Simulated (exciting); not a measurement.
Set up this calculation in exciting (release sodium), as the native input.

| Item | Value |
| --- | --- |
| Task | band structure |
| Functional | BLYP |
| Potentials or basis | all-electron LAPW+lo, shipped species files, valence relativity zora |
| rgkmax | 5 |
| k mesh | 11 × 11 × 11 |
| Occupations | gaussian, width 0.01 eV |
| Spin | no spin polarisation |
| outputlevel | low |
| gmaxvr (cutoff of density and potential) | 14 1/bohr |
| lmaxapw (and lmaxmat) | 10 |
| lmaxvr | 8 |
| nempty | 10 |
| Valence relativity | zora |
| epsengy | 1e-05 Ha |
| epspot | 1e-05 Ha |
| maxscl | 60 |
| Muffin-tin radii | Li 1.7, H 1.1 bohr |

The system is LiH.

```
Li H
1.0
     0.00000    2.03675    2.03675
     2.03675    0.00000    2.03675
     2.03675    2.03675    0.00000
Li H
1 1
Cartesian
  0.0000 0.0000 0.0000
  2.0368 2.0368 2.0368
```

These files were run (other wordings do the same):

input.xml

```xml
<input>
  <title>LiH</title>
  <structure speciespath="./" tshift="false">
    <crystal scale="1">
      <basevect>0.000000000000 3.848899684332 3.848899684332</basevect>
      <basevect>3.848899684332 0.000000000000 3.848899684332</basevect>
      <basevect>3.848899684332 3.848899684332 0.000000000000</basevect>
    </crystal>
    <species speciesfile="Li.xml" rmt="1.7">
      <atom coord="0.000000000000 0.000000000000 0.000000000000"/>
    </species>
    <species speciesfile="H.xml" rmt="1.1">
      <atom coord="0.500000000000 0.500000000000 0.500000000000"/>
    </species>
  </structure>
  <groundstate do="fromscratch" ngridk="11 11 11" rgkmax="5" gmaxvr="14" lmaxapw="10" lmaxmat="10" lmaxvr="8" stype="Gaussian" swidth="0.00036749" nempty="10" ValenceRelativity="zora" epsengy="1e-05" epspot="1e-05" maxscl="60" outputlevel="low">
    <libxc exchange="XC_GGA_X_B88" correlation="XC_GGA_C_LYP"/>
  </groundstate>
  <properties>
    <bandstructure>
      <plot1d>
        <path steps="80">
          <point coord="0 0 0" label="G"/>
          <point coord="0.5 0 0.5" label="X"/>
          <point coord="0.5 0.25 0.75" label="W"/>
          <point coord="0.375 0.375 0.75" label="K"/>
          <point coord="0 0 0" label="G"/>
          <point coord="0.5 0.5 0.5" label="L"/>
          <point coord="0.625 0.25 0.625" label="U"/>
          <point coord="0.5 0.25 0.75" label="W"/>
          <point coord="0.5 0.5 0.5" label="L"/>
          <point coord="0.375 0.375 0.75" label="K" breakafter="true"/>
          <point coord="0.625 0.25 0.625" label="U"/>
          <point coord="0.5 0 0.5" label="X"/>
        </path>
      </plot1d>
    </bandstructure>
    <dos nwdos="300" winddos="-0.6 0.5" inttype="tetra" ngrdos="100" nsmdos="0"/>
    <chargedensityplot>
      <plot3d>
        <box grid="15 15 15">
          <origin coord="0 0 0"/>
          <point coord="1 0 0"/>
          <point coord="0 1 0"/>
          <point coord="0 0 1"/>
        </box>
      </plot3d>
    </chargedensityplot>
    <elfplot>
      <plot3d>
        <box grid="15 15 15">
          <origin coord="0 0 0"/>
          <point coord="1 0 0"/>
          <point coord="0 1 0"/>
          <point coord="0 0 1"/>
        </box>
      </plot3d>
    </elfplot>
    <exccplot>
      <plot3d>
        <box grid="15 15 15">
          <origin coord="0 0 0"/>
          <point coord="1 0 0"/>
          <point coord="0 1 0"/>
          <point coord="0 0 1"/>
        </box>
      </plot3d>
    </exccplot>
  </properties>
</input>
```

Potentials or basis: all-electron LAPW+lo, shipped species files, valence relativity zora.

Command:

```bash
$ OMP_NUM_THREADS=1 exciting_smp
```

It gave:

The band gap on the k mesh is 3.64 eV, direct. The band gap along the path is 3.46 eV, direct.

Caveat: the mesh misses the band edges, which the band path finds closer together.

Run time: 42 s on 1 thread of Arm Neoverse V1, on a shared host, peak memory 0.12 GiB.
